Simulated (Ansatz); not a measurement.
A run of Ansatz 0.2.0 is set up as follows.

File input.yaml:

```yaml
crystal:
  lattice:
    - [3.169, 0.0, 0.0]
    - [-1.5845, 2.7444345046, 0.0]
    - [0.0, 0.0, 12.324]
  atoms:
    - { symbol: Mo, position: [0.6666666667, 0.3333333333, 0.75] }
    - { symbol: Mo, position: [0.3333333333, 0.6666666667, 0.25] }
    - { symbol: S, position: [0.6666666667, 0.3333333333, 0.377] }
    - { symbol: S, position: [0.3333333333, 0.6666666667, 0.877] }
    - { symbol: S, position: [0.6666666667, 0.3333333333, 0.123] }
    - { symbol: S, position: [0.3333333333, 0.6666666667, 0.623] }
hamiltonian:
  xc: blyp
  pseudopotentials: { kind: paw }
kpoints:
  mp_grid: { grid: [10, 10, 3] }
  band_path:
    path:
      - [[0.0, 0.0, 0.0], [0.5, 0.0, 0.0], [0.3333333333, 0.3333333333, 0.0], [0.0, 0.0, 0.0], [0.0, 0.0, 0.5], [0.5, 0.0, 0.5], [0.3333333333, 0.3333333333, 0.5], [0.0, 0.0, 0.5]]
      - [[0.5, 0.0, 0.5], [0.5, 0.0, 0.0]]
      - [[0.3333333333, 0.3333333333, 0.0], [0.3333333333, 0.3333333333, 0.5]]
    npoints: 14
scf:
  occupations: { method: fermi_dirac, width: 0.05 }
  n_extra_bands: 15
output:
  forces: true
  stress: true
  eigenvalues: true
  fatbands: false
```

Potentials or basis: Ansatz PAW.

The run is started by

```console
$ ansatz run input.yaml --threads 2 --pin off --max-ram 5632MiB --backend cpu --events-out ev --progress --plain --runs-dir out
```

Q: What does it give for the pressure?

A: 9.4 GPa.

Q: Estimate the band gap on the k mesh.

A: 0.94 eV, indirect (least direct gap 1.86 eV).

Q: What does it give for the band gap along the path?

A: 0.90 eV, indirect (least direct gap 1.65 eV).

Levels at the corners of the path, in eV from the valence-band top:
```
point  band 23  band 24  band 25  band 26  band 27  band 28  band 29  band 30
    Γ    -2.13    -1.18    -1.12     0.00     2.10     2.10     2.13     2.13
    M    -1.72    -1.52    -1.30    -1.20     1.56     1.60     1.97     2.22
    K    -2.68    -2.68    -0.76    -0.61     1.04     1.04     1.88     2.79
    Γ    -2.13    -1.18    -1.12     0.00     2.10     2.10     2.13     2.13
    A    -2.15    -2.15    -0.26    -0.26     2.10     2.10     2.10     2.10
    L    -1.62    -1.62    -1.25    -1.25     1.58     1.58     2.10     2.10
    H    -2.86    -2.86    -0.70    -0.70     1.04     1.04     2.33     2.33
    A    -2.15    -2.15    -0.26    -0.26     2.10     2.10     2.10     2.10
    L    -1.62    -1.62    -1.25    -1.25     1.58     1.58     2.10     2.10
    M    -1.72    -1.52    -1.30    -1.20     1.56     1.60     1.97     2.22
    K    -2.68    -2.68    -0.76    -0.61     1.04     1.04     1.88     2.79
    H    -2.86    -2.86    -0.70    -0.70     1.04     1.04     2.33     2.33
```

Caveat: this functional lacks dispersion, which binds the layers, so the pressure and a relaxed spacing across them are unreliable; the PAW data sets come from PBE, with cores solved anew for the run's functional, which leaves a small shift of forces and pressure.

**Measured values to compare with.**

From “Multiwavelength excitation Raman Scattering Analysis of bulk and 2 dimensional MoS2: Vibrational properties of atomically thin MoS2 layers”, 2015, arxiv:1506.03228, for a bulk crystal of MoS2 at 300 K: band gap 1.3 eV (indirect).

A measured gap of MoS2 is 1.3 eV (indirect; 300 K; “Multiwavelength excitation Raman Scattering Analysis of bulk and 2 dimensional MoS2: Vibrational properties of atomically thin MoS2 layers”, 2015, arxiv:1506.03228); the calculated 0.90 eV misses it by -0.40 eV. Spin-orbit coupling on Mo is left out. The value is that of BLYP, without temperature or zero-point motion. Semilocal functionals fall short of measured gaps as a rule.
